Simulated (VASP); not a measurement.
Crystal: Ni.

```
Ni
1.0
     0.00000    1.73757    1.73757
     1.73757    0.00000    1.73757
     1.73757    1.73757    0.00000
Ni
1
Direct
  0.00000 0.00000 0.00000
```

Base run:

* Program: VASP 6.6.1
* Functional: PBE
* Potentials or basis: VASP PAW PBE potentials, release 64 (Ni_sv_GW)
* Cutoff: 600 eV
* k mesh: 13 × 13 × 13
* Occupations: fermi-dirac, width 0.05 eV
* Spin: collinear spin, ferromagnetic start
* Starting moments: [1.0] μB

Its results: pressure 4.3 GPa; net moment 0.63 μB per cell; site moments Ni +0.67 μB.

The run is repeated on the same cell with these changes: potentials or basis from VASP PAW PBE potentials, release 64 (Ni_sv_GW) to VASP PAW PBE potentials, release 64 (Ni_pv); cutoff from 600 eV to 520 eV; further incar settings from ALGO = Normal; EDIFF = 1e-06; NBANDS = 19 to ALGO = Fast; EDIFF = 1e-06; NBANDS = 18; valence electrons from 18 to 16. What comes out?

Pressure 5.8 GPa; net moment 0.63 μB per cell; site moments Ni +0.66 μB.
